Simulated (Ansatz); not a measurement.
# Rb on Nb(100): change of the work function, part 2 of 6

Aim: the work function of Nb(100) at several coverages of Rb (hollow site), and the dipole that each adsorbate carries.

Ansatz 0.2.0; plane-wave DFT, r2SCAN, Ansatz PAW.

So far, work function, upper face (eV): step 2 (the clean slab) 3.54.

## (3) The covered slab, coverage 0.25 ML

System of this step: Rb/Nb(100). The cell holds 21 atoms: 20 Nb and 1 Rb. Cell: a = 6.600 Å, b = 6.600 Å, c = 27.689 Å, α = 90.0°, β = 90.0°, γ = 90.0°. Vacuum lies along c.

The clean slab as it ended is repeated in the plane and the adsorbate is set on one face; the cell's size fixes the coverage, and the k-mesh shrinks with it to keep the sampling density about even. Adsorbate and upper layers relax, since the dipole depends on the height.

Input file input.yaml:

```yaml
crystal:
  lattice:
    - [6.6, 0.0, 0.0]
    - [0.0, 6.6, 0.0]
    - [0.0, 0.0, 27.6894575281]
  atoms:
    - { symbol: Nb, position: [0.0, 0.0, 0.3250334533] }
    - { symbol: Nb, position: [0.25, 0.25, 0.3846229198] }
    - { symbol: Nb, position: [0.0, 0.0, 0.4439042903] }
    - { symbol: Nb, position: [0.25, 0.25, 0.5048660727] }
    - { symbol: Nb, position: [0.0, 0.0, 0.5562150607] }
    - { symbol: Nb, position: [0.0, 0.5, 0.3250334533] }
    - { symbol: Nb, position: [0.25, 0.75, 0.3846229198] }
    - { symbol: Nb, position: [0.0, 0.5, 0.4439042903] }
    - { symbol: Nb, position: [0.25, 0.75, 0.5048660727] }
    - { symbol: Nb, position: [0.0, 0.5, 0.5562150607] }
    - { symbol: Nb, position: [0.5, 0.0, 0.3250334533] }
    - { symbol: Nb, position: [0.75, 0.25, 0.3846229198] }
    - { symbol: Nb, position: [0.5, 0.0, 0.4439042903] }
    - { symbol: Nb, position: [0.75, 0.25, 0.5048660727] }
    - { symbol: Nb, position: [0.5, 0.0, 0.5562150607] }
    - { symbol: Nb, position: [0.5, 0.5, 0.3250334533] }
    - { symbol: Nb, position: [0.75, 0.75, 0.3846229198] }
    - { symbol: Nb, position: [0.5, 0.5, 0.4439042903] }
    - { symbol: Nb, position: [0.75, 0.75, 0.5048660727] }
    - { symbol: Nb, position: [0.5, 0.5, 0.5562150607] }
    - { symbol: Rb, position: [0.25, 0.25, 0.6749665467] }
kpoints:
  mp_grid: { grid: [5, 5, 1] }
hamiltonian:
  xc: r2scan
scf:
  occupations: { method: fermi_dirac, width: 0.1 }
  convergence: { dr2_threshold: 1.0e-08 }
efield:
  axis: 3
  dipole_correction: true
  ramp_position: 0.97
  ramp_width: 0.06
relax:
  f_tol: 0.02
  max_steps: 60
  constraints: [{ sites: [0, 1, 5, 6, 10, 11, 15, 16] }]
output:
  bader: true
  dos: { projected: true, e_range: [-8, 4] }
  write_potential: true
  write_density: true
  volumetric_format: npy
  elf: true
```

Started as:

```bash
> ansatz run input.yaml --threads 4 --pin off --max-ram 12288MiB --backend cpu --events-out ev --progress --plain --runs-dir out
```

Numbers of over 12 decimals in the logs are rounded to 6 here.

What it wrote:

```text
[...]
Crystal: 21 atoms, lattice volume = 1206.153 Å³
Basis set: ecut = 500 eV, 30461 PW (Γ), exchange–correlation on 200×200×864 points (64 copies of the dense FFT grid, shifted against one another)
Bands: 162, of which v1, the nominal top of the filled ones, is band 135 counted from 1 (134 counted from 0)
Symmetry: 8 space group operations
[...]
k-points: 6 of 25
[...]
SCF iter   1: F=—  HF=-94538.268127 eV  |F-HF|=—  |Δ(HF+E_count)|=         —  Δρ=1.01e-2  dr2=2.49e1  dr2_τ=3.83e-1  ethr=1.77e-3  p=0.960 e·Å  D=1.44e-1 V/Å  ΔV_dip=-3.99 eV  dr2_dipole=1.66e1  V_vac-E_F(+/−)=0.08/4.07 eV  ⟨swp⟩=13.5  Hψ=5097  notcnv=0  defer=1
[...]
SCF iter  12: F=-94537.630405 eV  HF=-94537.630405 eV  |F-HF|=7.13e-10  |Δ(HF+E_count)|=   1.03e-8  Δρ=2.43e-7  dr2=1.76e-9  dr2_τ=1.69e-10  ethr=3.72e-12  p=0.518 e·Å  D=7.77e-2 V/Å  ΔV_dip=-2.15 eV  dr2_dipole=1.57e-11  V_vac-E_F(+/−)=1.55/3.70 eV  ⟨swp⟩=16.7  Hψ=7594  notcnv=0
SCF 1 converged in 12 iterations: F = -94537.630405 eV  dr2 = 1.76e-9
[...]
relax step   1: F+E_penalty+E_count = -94537.63040529 eV  Δ(F+E_penalty+E_count) = +0.000e0 eV  max|allowed force component| = 9.446e-2 eV/Å  Δτ_max = 0.0000 Å  (12 SCF iters, accepted)
[...]
SCF iter  10: F=-94537.636208 eV  HF=-94537.636208 eV  |F-HF|=2.94e-9  |Δ(HF+E_count)|=   2.02e-8  Δρ=3.00e-7  dr2=4.99e-9  dr2_τ=1.89e-10  ethr=3.72e-12  p=0.516 e·Å  D=7.75e-2 V/Å  ΔV_dip=-2.15 eV  dr2_dipole=1.16e-9  V_vac-E_F(+/−)=1.55/3.70 eV  ⟨swp⟩=14.2  Hψ=7517  notcnv=0
SCF 2 converged in 10 iterations: F = -94537.636208 eV  dr2 = 4.99e-9
[...]
relax step   2: F+E_penalty+E_count = -94537.63620806 eV  Δ(F+E_penalty+E_count) = -5.803e-3 eV  max|allowed force component| = 1.270e-1 eV/Å  Δτ_max = 0.0529 Å  (10 SCF iters, accepted)
SCF iter   1: F=—  HF=-94537.500772 eV  |F-HF|=—  |Δ(HF+E_count)|=         —  Δρ=1.14e-3  dr2=6.35e-2  dr2_τ=2.26e-1  ethr=4.72e-4  p=0.516 e·Å  D=7.75e-2 V/Å  ΔV_dip=-2.15 eV  dr2_dipole=1.70e-4  V_vac-E_F(+/−)=1.56/3.71 eV  ⟨swp⟩=3.5  Hψ=1779  notcnv=0
[...]
SCF iter   9: F=-94537.644970 eV  HF=-94537.644970 eV  |F-HF|=3.84e-9  |Δ(HF+E_count)|=   3.34e-8  Δρ=4.94e-7  dr2=9.78e-9  dr2_τ=3.18e-10  ethr=3.72e-12  p=0.513 e·Å  D=7.70e-2 V/Å  ΔV_dip=-2.13 eV  dr2_dipole=1.04e-9  V_vac-E_F(+/−)=1.57/3.70 eV  ⟨swp⟩=11.5  Hψ=8015  notcnv=0
SCF 3 converged in 9 iterations: F = -94537.644970 eV  dr2 = 9.78e-9
relax step   3: F+E_penalty+E_count = -94537.64497044 eV  Δ(F+E_penalty+E_count) = -8.762e-3 eV  max|allowed force component| = 5.436e-2 eV/Å  Δτ_max = 0.0555 Å  (9 SCF iters, accepted)
[...]
relax step   4: F+E_penalty+E_count = -94537.64647597 eV  Δ(F+E_penalty+E_count) = -1.506e-3 eV  max|allowed force component| = 2.469e-2 eV/Å  Δτ_max = 0.0495 Å  (9 SCF iters, accepted)
SCF iter   1: F=—  HF=-94537.617988 eV  |F-HF|=—  |Δ(HF+E_count)|=         —  Δρ=6.15e-4  dr2=4.28e-2  dr2_τ=5.08e-2  ethr=6.38e-5  p=0.508 e·Å  D=7.61e-2 V/Å  ΔV_dip=-2.11 eV  dr2_dipole=6.14e-3  V_vac-E_F(+/−)=1.59/3.70 eV  ⟨swp⟩=2.0  Hψ=1636  notcnv=0
[...]
SCF iter   9: F=-94537.646519 eV  HF=-94537.646519 eV  |F-HF|=3.93e-10  |Δ(HF+E_count)|=   7.44e-9  Δρ=1.78e-7  dr2=6.76e-10  dr2_τ=6.04e-11  ethr=3.72e-12  p=0.508 e·Å  D=7.61e-2 V/Å  ΔV_dip=-2.11 eV  dr2_dipole=4.87e-16  V_vac-E_F(+/−)=1.59/3.70 eV  ⟨swp⟩=12.2  Hψ=7200  notcnv=0
SCF 5 converged in 9 iterations: F = -94537.646519 eV  dr2 = 6.76e-10
relax step   5: F+E_penalty+E_count = -94537.64651896 eV  Δ(F+E_penalty+E_count) = -4.298e-5 eV  max|allowed force component| = 1.825e-2 eV/Å  Δτ_max = 0.0116 Å  (9 SCF iters, accepted)
NSCF: frozen V_eff on 6 k-points
[...]
SCF iter   2: F=-94537.646519 eV  HF=-94537.646519 eV  |F-HF|=1.24e-9  |Δ(HF+E_count)|=  9.60e-10  Δρ=1.13e-7  dr2=3.91e-10  dr2_τ=2.37e-11  ethr=1.00e-12  p=0.508 e·Å  D=7.61e-2 V/Å  ΔV_dip=-2.11 eV  dr2_dipole=1.11e-11  V_vac-E_F(+/−)=1.59/3.70 eV  ⟨swp⟩=10.0  Hψ=6322  notcnv=0
SCF 6 converged in 2 iterations: F = -94537.646519 eV  dr2 = 3.91e-10
[...]
SCF converged after 2 iterations
Free energy (F): -94537.646519 eV
[...]
Internal energy: -94536.897625 eV  (E = F + TS)
E sigma→0 (E₀):  -94537.272072 eV
Entropy (-TS):   -0.748894 eV (-35.662 meV/atom)
Fermi energy:    3.896051 eV
Dipole field:    D = 0.076142 V/Å  (p = 0.507536 e·Å, saw-weighted, corrected)
Work function:   Φ+ = 1.5909 eV   Φ− = 3.6993 eV
[...]
--- Forces (eV/Å), atoms counted from 1 ---
  atom   1  Nb    -0.00510590    -0.00510590     1.37932197
  atom   2  Nb    -0.00000000     0.00000000    -1.38232150
  atom   3  Nb    -0.00097153    -0.00097153    -0.00367557
  atom   4  Nb     0.00000000     0.00000000     0.01824552
  atom   5  Nb     0.00307177     0.00307177     0.00721585
  atom   6  Nb    -0.00510590     0.00510590     1.37932197
  atom   7  Nb     0.00000000     0.00000000    -1.40021478
  atom   8  Nb    -0.00097153     0.00097153    -0.00367557
  atom   9  Nb     0.00000000     0.00000000     0.01243938
  atom  10  Nb     0.00307177    -0.00307177     0.00721585
  atom  11  Nb     0.00510590    -0.00510590     1.37932197
  atom  12  Nb     0.00000000     0.00000000    -1.40021478
  atom  13  Nb     0.00097153    -0.00097153    -0.00367557
  atom  14  Nb     0.00000000     0.00000000     0.01243938
  atom  15  Nb    -0.00307177     0.00307177     0.00721585
  atom  16  Nb     0.00510590     0.00510590     1.37932197
  atom  17  Nb     0.00000000     0.00000000    -1.40875136
  atom  18  Nb     0.00097153     0.00097153    -0.00367557
  atom  19  Nb     0.00000000     0.00000000     0.01682620
  atom  20  Nb    -0.00307177    -0.00307177     0.00721585
  atom  21  Rb    -0.00000000     0.00000000     0.00012255
  max |Σ_I F_I| component: 1.96e-5 eV/Å
--- Band table (eV; the first three rows and the last of 6) ---
  k-point 0: bands = [... 131 lower, 4.0187, 4.0187, 4.1287, 4.1287, 4.1445, 4.3453, 4.3453, 4.4206, ... 23 higher]
  k-point 1: bands = [... 131 lower, 3.8119, 3.8531, 3.8977, 3.9994, 4.0263, 4.3136, 4.4030, 4.4511, ... 23 higher]
  k-point 2: bands = [... 131 lower, 3.7023, 3.8131, 3.8885, 3.8956, 3.9150, 3.9889, 4.0807, 4.2606, ... 23 higher]
  k-point 5: bands = [... 131 lower, 3.1545, 3.2686, 3.3706, 3.3882, 3.6463, 4.1655, 4.1672, 4.1941, ... 23 higher]
--- Relaxed structure (5 steps of the walk, 5 accepted, 0 SCFs on fresh bases) ---
  F+E_penalty+E_count = -94537.64651896 eV   max|allowed force component| = 1.825e-2 eV/Å
  atoms:
    - { symbol: Nb, position: [0.0, 0.0, 0.3250334533] }
    - { symbol: Nb, position: [0.25, 0.25, 0.3846229198] }
    - { symbol: Nb, position: [0.00120542, 0.00120542, 0.443853] }
    - { symbol: Nb, position: [0.25, 0.25, 0.506571] }
    - { symbol: Nb, position: [-0.00463702, -0.00463702, 0.556362] }
    - { symbol: Nb, position: [0.0, 0.5, 0.3250334533] }
    - { symbol: Nb, position: [0.25, 0.750000, 0.3846229198] }
    - { symbol: Nb, position: [0.00120542, 0.498795, 0.443853] }
    - { symbol: Nb, position: [0.25, 0.750000, 0.504511] }
    - { symbol: Nb, position: [-0.00463702, 0.504637, 0.556362] }
    - { symbol: Nb, position: [0.5, 0.0, 0.3250334533] }
    - { symbol: Nb, position: [0.750000, 0.25, 0.3846229198] }
    - { symbol: Nb, position: [0.498795, 0.00120542, 0.443853] }
    - { symbol: Nb, position: [0.750000, 0.25, 0.504511] }
    - { symbol: Nb, position: [0.504637, -0.00463702, 0.556362] }
    - { symbol: Nb, position: [0.5, 0.5, 0.3250334533] }
    - { symbol: Nb, position: [0.750000, 0.750000, 0.3846229198] }
    - { symbol: Nb, position: [0.498795, 0.498795, 0.443853] }
    - { symbol: Nb, position: [0.750000, 0.750000, 0.503353] }
    - { symbol: Nb, position: [0.504637, 0.504637, 0.556362] }
    - { symbol: Rb, position: [0.25, 0.25, 0.670731] }
--- Bader charges: 21 sites ---
  site symbol  charge [e]  shift [e]
     0     Nb     -0.1253     0.0000
     1     Nb      0.0428     0.0000
     2     Nb      0.1629     0.0000
     3     Nb      0.0115     0.0000
     4     Nb     -0.2597     0.0000
     5     Nb     -0.1253     0.0000
     6     Nb      0.0551     0.0000
     7     Nb      0.1629     0.0000
     8     Nb      0.0065     0.0000
     9     Nb     -0.2597     0.0000
    10     Nb     -0.1253     0.0000
    11     Nb      0.0551     0.0000
    12     Nb      0.1629     0.0000
    13     Nb      0.0065     0.0000
    14     Nb     -0.2597     0.0000
    15     Nb     -0.1253     0.0000
    16     Nb      0.0565     0.0000
    17     Nb      0.1629     0.0000
    18     Nb      0.0114     0.0000
    19     Nb     -0.2597     0.0000
    20     Rb      0.6431     0.0000
  estimated error of the sums over rays = 1.0e-3 e
```

It took 8.2 min on 4 threads of Arm Neoverse V2, shared host; peak memory 7 GiB.

Relaxation path:

```
step  energy less that of the first step (eV)  largest force component (eV/Å)
   1                                   0.0000                          0.0945
   2                                  -0.0058                          0.1270
   3                                  -0.0146                          0.0544
   4                                  -0.0161                          0.0247
   5                                  -0.0161                          0.0182
```

Forces are held to the 8 operations that the run works with; a distortion that breaks them can't arise in this run.

The atoms that moved most (Å):

```csv
atom,dx,dy,dz,length
Rb21,0.000,0.000,-0.117,0.117
Nb4,0.000,0.000,0.047,0.047
Nb5,-0.031,-0.031,0.004,0.043
Nb15,0.031,-0.031,0.004,0.043
Nb10,-0.031,0.031,0.004,0.043
Nb20,0.031,0.031,0.004,0.043
Nb19,0.000,0.000,-0.042,0.042
Nb18,-0.008,-0.008,-0.001,0.011
```

Final coordinates:

```xyz
21
Lattice="6.6000 0.0000 0.0000 0.0000 6.6000 0.0000 0.0000 0.0000 27.6895" Properties=species:S:1:pos:R:3
Nb    0.0000    0.0000    9.0000
Nb    1.6500    1.6500   10.6500
Nb    0.0080    0.0080   12.2900
Nb    1.6500    1.6500   14.0267
Nb   -0.0306   -0.0306   15.4054
Nb    0.0000    3.3000    9.0000
Nb    1.6500    4.9500   10.6500
Nb    0.0080    3.2920   12.2900
Nb    1.6500    4.9500   13.9696
Nb   -0.0306    3.3306   15.4054
Nb    3.3000    0.0000    9.0000
Nb    4.9500    1.6500   10.6500
Nb    3.2920    0.0080   12.2900
Nb    4.9500    1.6500   13.9696
Nb    3.3306   -0.0306   15.4054
Nb    3.3000    3.3000    9.0000
Nb    4.9500    4.9500   10.6500
Nb    3.2920    3.2920   12.2900
Nb    4.9500    4.9500   13.9376
Nb    3.3306    3.3306   15.4054
Rb    1.6500    1.6500   18.5722
```

This step gave:

* energy at zero smearing: -94537.2721 eV
* work function, upper face: 1.591 eV
* work function, lower face: 3.699 eV
* dipole along the normal: 0.5075 e·Å
* step between the vacuum levels: -2.108 eV

Running mean over 1.65 Å of the planar mean; the ramp of the sawtooth is left out. Electron's electrostatic potential energy less the Fermi level against z:

z (Å), electron's electrostatic potential energy less the Fermi level (eV) and a bar from the least value:
```
        4        3.7 ##############################
        5        3.7 ##############################
        6        3.6 ##############################
        7        2.8 ############################
        8       -2.9 ##################
        9      -10.6 ####
       10      -11.0 ####
       11      -11.0 ###
       12      -11.1 ###
       13      -10.7 ####
       14      -11.7 ##
       15      -12.9 
       16       -7.0 ###########
       17        1.2 #########################
       18       -0.2 #######################
       19       -1.1 #####################
       20        1.1 #########################
       21        1.5 ##########################
       22        1.6 ##########################
       23        1.6 ##########################
       24        1.6 ##########################
```

The density of states has structure finer than the step of the table below, so its rows give means over 0.25 eV, whole bins alone (the curve runs from -8 to 1.83 eV). Peaks (eV: height): -2.350: 51.6, -2.230: 58.1, -2.110: 99.0, -1.590: 56.4, -1.530: 53.0, -1.140: 58.1, 0.300: 55.2.

The density of states by energy, zero at the Fermi level; means over each step:

```csv
energy (eV),density of states (states/eV a cell)
-6.00,0.00482
-5.75,0.960
-5.50,1.27
-5.25,1.43
-5.00,2.40
-4.75,1.06
-4.50,1.68
-4.25,4.83
-4.00,3.71
-3.75,14.4
-3.50,17.1
-3.25,18.7
-3.00,31.5
-2.75,23.2
-2.50,21.7
-2.25,27.5
-2.00,27.3
-1.75,24.2
-1.50,31.3
-1.25,34.3
-1.00,32.0
-0.75,24.6
-0.50,29.2
-0.25,25.5
0.00,21.6
0.25,23.8
0.50,27.9
0.75,32.4
1.00,23.1
1.25,15.8
1.50,19.9
```

Projected DOS per atom over height of the atomic layer and energy from the Fermi level. Layers: Nb4 Nb4 Nb4 Nb4 Nb4 Rb from below.

Values in states/eV, 22 rows by 6 columns, each cell a mean:
```
1.48 0.51 0.91 0.42 1.29 0.39
1.14 0.48 0.57 0.38 1.23 0.76
2.30 0.64 0.79 0.63 2.30 0.68
2.04 0.90 0.57 0.75 1.43 0.31
1.62 0.96 0.89 0.96 1.31 0.29
1.59 1.01 1.22 0.91 1.56 0.59
1.91 1.37 1.44 1.33 1.98 0.20
1.25 1.37 1.50 1.78 1.36 0.03
1.16 1.36 0.75 1.14 1.01 0.02
1.20 1.40 1.31 1.30 1.33 0.04
1.25 1.51 1.37 1.37 1.23 0.07
0.57 1.03 1.26 1.23 0.84 0.04
0.32 0.60 0.73 0.77 0.44 0.02
0.16 0.22 0.20 0.22 0.15 0.01
0.05 0.08 0.08 0.07 0.04 0.00
0.05 0.12 0.15 0.11 0.05 0.00
0.03 0.08 0.10 0.07 0.03 0.00
0.00 0.01 0.01 0.01 0.00 0.00
0.00 0.00 0.00 0.00 0.00 0.00
0.00 0.00 0.00 0.00 0.00 0.00
0.00 0.00 0.00 0.00 0.00 0.00
0.00 0.00 0.00 0.00 0.00 0.00
```
Columns: height of the atomic layer (Å) from 9 to 18.6 (not evenly spaced); rows upwards: energy from the Fermi level (eV) from -7.96 to 1.75.

ELF in the ca plane at fractional y = 0.250, with atoms of Nb and Rb within 0.2 Å of it. It is the smooth field of the valence electrons, not physical close to the nuclei.

Values, 10 rows by 16 columns, each cell a mean:
```
0.49 0.25 0.35 0.45 0.29 0.29 0.46 0.31 0.26 0.05 0.02 0.03 0.05 0.03 0.01 0.00
0.33 0.59 0.43 0.37 0.46 0.56 0.33 0.47 0.41 0.28 0.16 0.11 0.06 0.02 0.00 0.00
0.27 0.56 0.50 0.27 0.53 0.56 0.25 0.52 0.44 0.37 0.28 0.16 0.06 0.02 0.00 0.00
0.38 0.46 0.36 0.43 0.37 0.44 0.38 0.42 0.37 0.20 0.09 0.08 0.06 0.02 0.00 0.00
0.51 0.31 0.42 0.43 0.36 0.37 0.47 0.28 0.20 0.05 0.03 0.02 0.05 0.03 0.01 0.00
0.48 0.25 0.35 0.44 0.30 0.28 0.48 0.35 0.12 0.52 0.42 0.04 0.03 0.05 0.01 0.00
0.33 0.60 0.43 0.39 0.44 0.59 0.33 0.44 0.33 0.77 0.79 0.17 0.03 0.06 0.02 0.00
0.27 0.55 0.50 0.29 0.51 0.55 0.25 0.43 0.42 0.47 0.77 0.24 0.02 0.07 0.02 0.00
0.38 0.46 0.36 0.43 0.35 0.45 0.38 0.43 0.25 0.82 0.74 0.13 0.03 0.06 0.02 0.00
0.51 0.31 0.42 0.42 0.37 0.36 0.49 0.31 0.11 0.30 0.25 0.02 0.04 0.04 0.01 0.00
```
Columns run along c (16.0 Å, from fractional 0.32 to 0.90 of the cell), rows up along a (6.6 Å). Atoms in or near the plane, at fractional coordinates: Nb at (0.38, 0.25), Nb at (0.51, 0.25), Nb at (0.38, 0.75), Nb at (0.50, 0.75), Rb at (0.67, 0.25).

Electrostatic potential energy in the ca plane at fractional y = 0.250, with atoms of Nb and Rb within 0.2 Å of it. With pseudopotentials it is smooth inside the atoms' cores, unlike the true potential.

Ten even steps from '0' (-72 eV) to '9' (8 eV), each cell a mean:
```
99999999999999999999999999999999999999999999
99987789999987789999999999999999999999999999
99853368999863358999999999999999999999999999
99620037999730026999999999999999999999999999
98610026999720016999999999999999999999999999
99731147999741137999999999999999999999999999
99876679999976678999999999999999999999999999
99998899999998899999999999999999999999999999
99999999999999999999999999999999999999999999
99999999999999999999999999999999999999999999
99987789999987789999999998788999999999999999
99853368999864357999999985236899999999999999
99620037999730016899999861003799999999999999
98610026999730015899999860002799999999999999
99741147999852137999999973015899999999999999
99875678999976578999999987668899999999999999
99998899999998899999999999889999999999999999
99999999999999999999999999999999999999999999
```
Columns run along c (16.0 Å, from fractional 0.32 to 0.90 of the cell; values clipped at the 3rd and 97th percentile), rows up along a (6.6 Å). Atoms in or near the plane, at fractional coordinates: Nb at (0.38, 0.25), Nb at (0.51, 0.25), Nb at (0.38, 0.75), Nb at (0.50, 0.75), Rb at (0.67, 0.25).

Valence density in the ca plane at fractional y = 0.250, with atoms of Nb and Rb within 0.2 Å of it. It is the smooth field of the valence electrons, not physical close to the nuclei.

Ten even steps from '0' (0.0 e/Å³) to '9' (5.0 e/Å³), each cell a mean:
```
00000000000000000000000000000000000000000000
00001100000001100000000000000000000000000000
00135520000025531000000000000000000000000000
00169951000159971000000000000000000000000000
00279961000169972000000000000000000000000000
00148841000148851000000000000000000000000000
00012210000012210000000000000000000000000000
00000000000000000000000000000000000000000000
00000000000000000000000000000000000000000000
00000000000000000000000000000000000000000000
00001100000001100000000000110000000000000000
00125520000024531000000012331000000000000000
00169951000159982000000013333100000000000000
00279961000159982000000023233100000000000000
00148741000037851000000013332000000000000000
00012210000012210000000001221000000000000000
00000000000000000000000000000000000000000000
00000000000000000000000000000000000000000000
```
Columns run along c (16.0 Å, from fractional 0.32 to 0.90 of the cell), rows up along a (6.6 Å). Atoms in or near the plane, at fractional coordinates: Nb at (0.38, 0.25), Nb at (0.51, 0.25), Nb at (0.38, 0.75), Nb at (0.50, 0.75), Rb at (0.67, 0.25).

The relaxation took 5 steps and lowered the energy by 0.016 eV; the largest force on the free atoms ends at 0.018 eV/Å.

By hand: a sheet of dipoles makes a step −p/(ε₀A) in the electron's potential. With e/ε₀ = 180.95 V·Å, p = 0.5075 e·Å and A = 43.56 Å², that is −180.95 × (0.5075) / 43.56 = -2.108 eV, and the two vacuum levels of the run differ by -2.108 eV.

The covered face has 1.59 eV, -1.95 eV against the clean one; the bare back face has moved by -0.00 eV, a measure of how thin the slab is.

(Continued in part 3 of 6.)

[Logs are printed without paths, hosts, clocks, repeated set-up lines and the standing remarks that a program may print on its own settings, such as how far it seeks lower states.]

[Hosts, paths, dates, database ids (printed as entryN), source tags and the programs' standing remarks are cut or masked in the printed files.]

[Maps of the electrostatic potential energy from Ansatz leave out the sawtooth potential of an applied field or a dipole correction, so their vacuum need not be flat; planar profiles and work functions include it.]

[The density of states shown here was stored with 400 of the rows of the run's finer table, so its peaks can read low, often by over a quarter, or be missed, and its means over a window can be off by a tenth or more.]
